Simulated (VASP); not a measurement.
# Cu (Fm-3m) in VASP: further runs

The runs below take Cu through relaxation of cell and atoms, with PBE+D3(BJ).

Program: VASP 6.6.1. These are calculated values, not measurements. Logs are shortened: lines on timing, memory, paths and dates and some standing lists are left out, and cuts for length are marked.

### Step 1. Starting point

It takes space group Fm-3m (No. 225, cubic). Conventional cell: a = 3.615 Å, b = 3.615 Å, c = 3.615 Å, α = 90.00°, β = 90.00°, γ = 90.00°. Cu (site symmetry m-3m) is surrounded by 12 Cu at 2.56 Å.

### Step 2. Relaxation of cell and atoms, PBE+D3(BJ)

Input file INCAR:

```
SYSTEM = Cu
  ALGO = Normal
  EDIFF = 1E-7
  EDIFFG = -0.002
  ENCUT = 520
  GGA = PE
  IBRION = 2
  ISIF = 3
  ISMEAR = 0
  IVDW = 12
  LASPH = .True.
  LCHARG = .False.
  LREAL = .False.
  LWAVE = .False.
  NELM = 80
  NSW = 80
  PREC = Accurate
  SIGMA = 0.1
```

Input file KPOINTS:

```
k-points
0
Gamma
  20 20 20
  0 0 0
```

Input file POSCAR:

```
Cu
1.0
    0.0000000000      1.8075000000      1.8075000000
    1.8075000000      0.0000000000      1.8075000000
    1.8075000000      1.8075000000      0.0000000000
Cu
1
Direct
    0.0000000000      0.0000000000      0.0000000000
```

Potentials or basis: VASP PAW PBE potentials, release 64 (Cu).

Run with:

```
$ cat potpaw_PBE.64/Cu/POTCAR > POTCAR
$ mpirun -np 1 vasp_std > vasp.out
```

OUTCAR:

```text
SYSTEM = Cu
   EDIFF = 1E-7
   EDIFFG = -0.002
   ENCUT = 520
   GGA = PE
   IBRION = 2
   ISIF = 3
   ISMEAR = 0
   IVDW = 12
   LASPH = .True.
   LREAL = .False.
   NELM = 80
   NSW = 80
   PREC = Accurate
 IVDW          = 12

 ion  position               nearest neighbor table
   1  0.000  0.000  0.000-

  LATTYP: Found a face centered cubic cell.
 ALAT       =     3.6150000000

  Lattice vectors:

 A1 = (   0.0000000000,   1.8075000000,   1.8075000000)
 A2 = (   1.8075000000,   0.0000000000,   1.8075000000)
 A3 = (   1.8075000000,   1.8075000000,   0.0000000000)

Analysis of symmetry for initial positions (statically):
=====================================================================
 Subroutine PRICEL returns:
 Original cell was already a primitive cell.

 Routine SETGRP: Setting up the symmetry group for a
 face centered cubic supercell.

 Subroutine GETGRP returns: Found 48 space group operations
 (whereof 48 operations were pure point group operations)
 out of a pool of 48 trial point group operations.

The static configuration has the point symmetry O_h .

Analysis of symmetry for dynamics (positions and initial velocities):
=====================================================================
 Subroutine PRICEL returns:
 Original cell was already a primitive cell.

 Routine SETGRP: Setting up the symmetry group for a
 face centered cubic supercell.

 Subroutine GETGRP returns: Found 48 space group operations
 (whereof 48 operations were pure point group operations)
 out of a pool of 48 trial point group operations.

The dynamic configuration has the point symmetry O_h .

 Subroutine INISYM returns: Found 48 space group operations
 (whereof 48 operations are pure point group operations),
 and found     1 'primitive' translations

----------------------------------------------------------------------------------------

                                     Primitive cell

  volume of cell :      11.8104

  direct lattice vectors                    reciprocal lattice vectors
     0.000000000  1.807500000  1.807500000    -0.276625173  0.276625173  0.276625173
     1.807500000  0.000000000  1.807500000     0.276625173 -0.276625173  0.276625173
     1.807500000  1.807500000  0.000000000     0.276625173  0.276625173 -0.276625173

  length of vectors
     2.556191014  2.556191014  2.556191014     0.479128854  0.479128854  0.479128854

  position of ions in fractional coordinates (direct lattice)
     0.000000000  0.000000000  0.000000000

  ion indices of the primitive-cell ions
   primitive index   ion index
                 1           1

----------------------------------------------------------------------------------------

 KPOINTS: k-points

Automatic generation of k-mesh.
 Grid dimensions read from file:
 generate k-points for:   20   20   20

 Generating k-lattice:

  Cartesian coordinates                     Fractional coordinates (reciprocal lattice)
    -0.013831259  0.013831259  0.013831259     0.050000000  0.000000000  0.000000000
     0.013831259 -0.013831259  0.013831259     0.000000000  0.050000000  0.000000000
     0.013831259  0.013831259 -0.013831259     0.000000000  0.000000000  0.050000000

  Length of vectors
     0.023956443  0.023956443  0.023956443

  Shift w.r.t. Gamma in fractional coordinates (k-lattice)
     0.000000000  0.000000000  0.000000000

 Subroutine IBZKPT returns following result:
 ===========================================

 Found    256 irreducible k-points:

 Following reciprocal coordinates:
            Coordinates               Weight
  0.000000  0.000000  0.000000      1.000000
  0.050000  0.000000  0.000000      8.000000
  0.100000  0.000000  0.000000      8.000000
  0.150000  0.000000  0.000000      8.000000
  0.200000  0.000000  0.000000      8.000000
  0.250000  0.000000  0.000000      8.000000
[... 16 lines left out ...]
 -0.400000  0.050000  0.000000     24.000000
 -0.350000  0.050000  0.000000     24.000000
 [... further k-points ...]
   k-points           NKPTS =    256   k-points in BZ     NKDIM =    256   number of bands    NBANDS=      9
   number of dos      NEDOS =    301   number of ions     NIONS =      1
   total plane-waves  NPLWV =   8000
   dimension x,y,z NGX =    20 NGY =   20 NGZ =   20
   dimension x,y,z NGXF=    40 NGYF=   40 NGZF=   40
   ions per type =               1
   NGX,Y,Z   is equivalent  to a cutoff of  13.01, 13.01, 13.01 a.u.
   NGXF,Y,Z  is equivalent  to a cutoff of  26.01, 26.01, 26.01 a.u.
 SYSTEM =  Cu
   PREC   = accura    normal or accurate (medium, high low for compatibility)
   ISTART =      0    job   : 0-new  1-cont  2-samecut
   ICHARG =      2    charge: 1-file 2-atom 10-const
   ISPIN  =      1    spin polarized calculation?
   LNONCOLLINEAR =      F non collinear calculations
   LSORBIT =      F    spin-orbit coupling
   LASPH  =      T    aspherical Exc in radial PAW
   ENCUT  =  520.0 eV  38.22 Ry    6.18 a.u.   4.75  4.75  4.75*2*pi/ulx,y,z
   NELM   =     80;   NELMIN=  2; NELMDL= -5     # of ELM steps
   EDIFF  = 0.1E-06   stopping-criterion for ELM
   LREAL  =      F    real-space projection
   EDIFFG = -.2E-02   stopping-criterion for IOM
   NSW    =     80    number of steps for IOM
   IBRION =      2    ionic relax: 0-MD 1-quasi-New 2-CG
   NFREE  =      1    steps in history (QN), initial steepest desc. (CG)
   ISIF   =      3    stress and relaxation
   ISYM   =      2    0-nonsym 1-usesym 2-fastsym
   POTIM  = 0.5000    time-step for ionic-motion
   TEBEG  =    0.0;   TEEND  =   0.0 temperature during run
   PSTRESS=    0.0 pullay stress
   NELECT =      11.0000    total number of electrons
   NUPDOWN=      -1.0000    fix difference up-down
   EMIN   =  10.00;   EMAX   =-10.00  energy-range for DOS
   EFERMI =   0.00;   METHOD = LEGACY
   ISMEAR =     0;   SIGMA  =   0.10  broadening in eV -4-tet -1-fermi 0-gaus
   EFERMI_NEDOS =   21; number of points for ismear=-14 and -15
   IALGO  =     38    algorithm
   IMIX   =      4    mixing-type and parameters
     AMIX     =   0.40;   BMIX     =  1.00
     AMIX_MAG =   1.60;   BMIX_MAG =  1.00
  volume/ion in A,a.u.               =      11.81        79.70
  Fermi-wavevector in a.u.,A,eV,Ry     =   1.598763  3.021224 34.777078  2.556043
  Thomas-Fermi vector in A             =   2.696162
   LORBIT       =      0    0 simple, 1 ext, 2 COOP (PROOUT), +10 PAW based schemes
   GGA     = PE    functional components
   LHFCALC =     F    Hartree Fock is set to
   AEXX    =    0.0000 exact exchange contribution
   IVDW    =    12    specifies the selected vdW correction
   LEPSILON=     F    determine dielectric tensor
   LRPA    =     F    only Hartree local field effects (RPA)
 conjugate gradient relaxation of ions
 non-spin polarized calculation
 Gauss-broadening in eV      SIGMA  =   0.10
  energy-cutoff  :      520.00
  volume of cell :       11.81
 maximum number of plane-waves:       332
   NGX =  9   NGY =  9   NGZ =  9

--------------------------------------- Ionic step        1  -------------------------------------------

 number of electron      11.0000001 magnetization

 Free energy of the ion-electron system (eV)
  ---------------------------------------------------
  ext. energy  EPLUGINS =         0.00000000
  ---------------------------------------------------
  free energy    TOTEN  =        -3.72803549 eV

  energy without entropy =       -3.72672100  energy(sigma->0) =       -3.72737825

------------------------ aborting loop because EDIFF is reached ----------------------------------------

 Edisp (eV)   -0.58300

 E8    (eV) :    -0.2499

  FORCE on cell =-STRESS in cart. coord.  units (eV):
  Direction    XX          YY          ZZ          XY          YZ          ZX
  --------------------------------------------------------------------------------------
  -------------------------------------------------------------------------------------
  Total      -0.43614    -0.43614    -0.43614    -0.00000    -0.00000    -0.00000
  in kB     -59.16529   -59.16529   -59.16529    -0.00000    -0.00000    -0.00000
  external pressure =      -59.17 kB  Pullay stress =        0.00 kB

 VOLUME and BASIS-vectors are now :
 -----------------------------------------------------------------------------
  energy-cutoff  :      520.00
  volume of cell :       11.81
      direct lattice vectors                 reciprocal lattice vectors
     0.000000000  1.807500000  1.807500000    -0.276625173  0.276625173  0.276625173
     1.807500000  0.000000000  1.807500000     0.276625173 -0.276625173  0.276625173
     1.807500000  1.807500000  0.000000000     0.276625173  0.276625173 -0.276625173
[... 40 lines left out ...]
 POSITION                                       TOTAL-FORCE (eV/Angst)
 -----------------------------------------------------------------------------------
      1.76947      3.53894      1.76947         0.000000     -0.000000     -0.000000
 -----------------------------------------------------------------------------------
    total drift:                                0.000000      0.000000     -0.000000

  FREE ENERGIE OF THE ION-ELECTRON SYSTEM (eV)
  ---------------------------------------------------
  free  energy   TOTEN  =        -4.3164180906 eV

  energy  without entropy=       -4.3151623371  energy(sigma->0) =       -4.31579021

--------------------------------------- Ionic step        3  -------------------------------------------

 number of electron      11.0000013 magnetization

 Free energy of the ion-electron system (eV)
  ---------------------------------------------------
  ext. energy  EPLUGINS =         0.00000000
  ---------------------------------------------------
  free energy    TOTEN  =        -3.71233722 eV

  energy without entropy =       -3.71106950  energy(sigma->0) =       -3.71170336

 E-fermi :   8.0652     XC(G=0): -12.9579

 val. band max:        8.0137642599   @ k =   0.4500   0.3000   0.0000
 cond. band min:       8.0651855692   @ k =   0.5000   0.2500   0.1000
 fundamental gap:      0.0514213092
 Fermi energy:         8.0651738585

 k-point     1 :       0.0000    0.0000    0.0000
  band No.  band energies     occupation
      1      -1.5698      2.00000
      2       4.9376      2.00000
      3       4.9376      2.00000
      4       4.9376      2.00000
      5       5.8121      2.00000
      6       5.8121      2.00000
      7      30.9991      0.00000
      8      33.9552      0.00000
      9      33.9552      0.00000

 k-point     2 :       0.0500    0.0000    0.0000
  band No.  band energies     occupation
      1      -1.4759      2.00000
      2       4.9167      2.00000
      3       4.9561      2.00000
      4       4.9561      2.00000
      5       5.8045      2.00000
      6       5.8045      2.00000
      7      30.5465      0.00000
      8      32.6562      0.00000
      9      33.6474      0.00000
[... 253 lines left out ...]
 k-point    24 :      -0.3500    0.0500    0.0000
  band No.  band energies     occupation
      1       2.3239      2.00000
      2       4.9639      2.00000
      3       5.0065      2.00000
      4       5.1310      2.00000
      5       6.1464      2.00000
      6       6.4425      2.00000
      7      15.6092      0.00000
      8      28.3367      0.00000
      9      30.7149      0.00000

 [... further k-points ...]

------------------------ aborting loop because EDIFF is reached ----------------------------------------

 Edisp (eV)   -0.60756

 E8    (eV) :    -0.2606

  FORCE on cell =-STRESS in cart. coord.  units (eV):
  Direction    XX          YY          ZZ          XY          YZ          ZX
  --------------------------------------------------------------------------------------
  -------------------------------------------------------------------------------------
  Total       0.00029     0.00029     0.00029     0.00000     0.00000     0.00000
  in kB       0.04090     0.04090     0.04090     0.00000     0.00000     0.00000
  external pressure =        0.04 kB  Pullay stress =        0.00 kB

 VOLUME and BASIS-vectors are now :
 -----------------------------------------------------------------------------
  energy-cutoff  :      520.00
  volume of cell :       11.35
      direct lattice vectors                 reciprocal lattice vectors
     0.000000000  1.783739405  1.783739405    -0.280310004  0.280310004  0.280310004
     1.783739405  0.000000000  1.783739405     0.280310004 -0.280310004  0.280310004
     1.783739405  1.783739405 -0.000000000     0.280310004  0.280310004 -0.280310004

 POSITION                                       TOTAL-FORCE (eV/Angst)
 -----------------------------------------------------------------------------------
      0.00000      0.00000      0.00000         0.000000      0.000000      0.000000
 -----------------------------------------------------------------------------------
    total drift:                                0.000000     -0.000000      0.000000

  FREE ENERGIE OF THE ION-ELECTRON SYSTEM (eV)
  ---------------------------------------------------
  free  energy   TOTEN  =        -4.3198935399 eV

  energy  without entropy=       -4.3186258187  energy(sigma->0) =       -4.31925968

 reached required accuracy - stopping structural energy minimisation
```

It took 32 s on 1 thread of Intel Xeon Platinum 8559C (Emerald Rapids), shared host; peak memory 0.16 GiB.

What came out:

* Free energy: -4.3199 eV
* Relaxed volume: 11.35 Å³/atom
* Relaxed cell: a = 2.523 Å, b = 2.523 Å, c = 2.523 Å, α = 60.00°, β = 60.00°, γ = 60.00°
* Space group after relaxing (to 0.05 Å): Fm-3m (No. 225)
* Energy gained by relaxing: 8.9 meV/atom
* Ionic steps: 3
* Pressure after relaxing: 0.0 GPa
* Band gap on the k mesh: none (metal or under the smearing width)
* Dispersion energy per atom: -0.608 eV

The path:
```tsv
step	energy change (eV)	largest force (eV/Å)	pressure (GPa)	volume (Å³)
1	0.0000	0.0000	-5.92	11.81
2	-0.0054	0.0000	4.25	11.08
3	-0.0089	0.0000	0.00	11.35
```

Final structure:
```cif
data_structure
_symmetry_space_group_name_H-M 'P 1'
_symmetry_Int_Tables_number 1
_cell_length_a 2.5226
_cell_length_b 2.5226
_cell_length_c 2.5226
_cell_angle_alpha 60.000
_cell_angle_beta 60.000
_cell_angle_gamma 60.000
_cell_volume 11.35
loop_
_atom_site_label
_atom_site_type_symbol
_atom_site_fract_x
_atom_site_fract_y
_atom_site_fract_z
_atom_site_occupancy
Cu1 Cu 0.00000 0.00000 0.00000 1
```

Caveat: pairwise dispersion overbinds metals, which lowers pressure and volume.

### Step 3. Relaxation of cell and atoms, PBE+D3(BJ)

This run uses another cell than the first one, of 11.35 Å³/atom, 0.961 times its volume.

INCAR is that of step 2.

KPOINTS is that of step 2.

Input file POSCAR:

```
Cu                                      
1.0
    0.0000000000      1.7837394053      1.7837394053
    1.7837394053      0.0000000000      1.7837394053
    1.7837394053      1.7837394053     -0.0000000000
  Cu            
     1
Direct
     0.0000000000000000    0.0000000000000000    0.0000000000000000
```

Potentials or basis: VASP PAW PBE potentials, release 64 (Cu).

Run with:

```
$ cat potpaw_PBE.64/Cu/POTCAR > POTCAR
$ mpirun -np 1 vasp_std > vasp.out
```

It took 21 s on 1 thread of Intel Xeon Platinum 8559C (Emerald Rapids), shared host; peak memory 0.15 GiB.

It converged, with:

* Free energy: -4.3197 eV
* Relaxed volume: 11.35 Å³/atom
* Relaxed cell: a = 2.522 Å, b = 2.522 Å, c = 2.522 Å, α = 60.00°, β = 60.00°, γ = 60.00°
* Space group after relaxing (to 0.05 Å): Fm-3m (No. 225)
* Energy gained by relaxing: 0.0 meV/atom
* Ionic steps: 2
* Pressure after relaxing: 0.0 GPa
* Band gap on the k mesh: none (metal or under the smearing width)
* Dispersion energy per atom: -0.608 eV

Final structure:
```cif
data_structure
_symmetry_space_group_name_H-M 'P 1'
_symmetry_Int_Tables_number 1
_cell_length_a 2.5222
_cell_length_b 2.5222
_cell_length_c 2.5222
_cell_angle_alpha 60.000
_cell_angle_beta 60.000
_cell_angle_gamma 60.000
_cell_volume 11.35
loop_
_atom_site_label
_atom_site_type_symbol
_atom_site_fract_x
_atom_site_fract_y
_atom_site_fract_z
_atom_site_occupancy
Cu1 Cu 0.00000 0.00000 0.00000 1
```

Levels at points of the mesh, in eV from the Fermi level:
```csv
k point,band 4,band 5,band 6,band 7,band 8,band 9
"(0.00, 0.00, 0.00)",-3.13,-2.25,-2.25,22.94,25.90,25.90
"(0.50, 0.00, 0.00)",-1.65,-1.65,-1.10,3.99,21.41,22.73
"(0.50, 0.50, 0.00)",-1.50,-1.50,1.49,7.42,13.42,13.42
```

Caveat: pairwise dispersion overbinds metals, which lowers pressure and volume.
